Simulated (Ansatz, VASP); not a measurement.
# Two plane-wave programs on Si

```xyz
2
Lattice="0.0000 2.7007 2.7007 2.7007 0.0000 2.7007 2.7007 2.7007 0.0000" Properties=species:S:1:pos:R:3 pbc="T T T"
Si    0.0000    0.0000    0.0000
Si    1.3504    1.3504    1.3504
```

The cell was built by a generator and needn't be a form met in nature.

Alike in both runs: functional LDA; k mesh 12 × 12 × 12; occupations gaussian, width 0.02 eV; no spin polarisation.

Ansatz relaxed the structure, and its values are those at the end. VASP's run is a single point on that final structure, the one shown.

```csv
,VASP,Ansatz
version,VASP 6.6.1,Ansatz 0.2.0
potentials or method,"VASP PAW LDA potentials, release 64 (Si)","scalar-relativistic, plane waves, PAW"
plane-wave cutoff (eV),520,420
valence electrons in the cell,8,8
```

VASP gave:

```
gap on the k mesh at the Fermi level (eV) : 0.44
least direct gap on the mesh (eV)         : 2.53
pressure (GPa)                            : 0.1
```

**Question.** What did Ansatz give for the same quantities?

**Answer.** gap on the k mesh at the Fermi level (eV): 0.44; least direct gap on the mesh (eV): 2.53; pressure (GPa): 0.0.

Ansatz warned: «pseudo_functional_mismatch».

A k mesh can miss the band edges. Expect the measured gap to be larger: semilocal functionals such as LDA lack the derivative discontinuity.
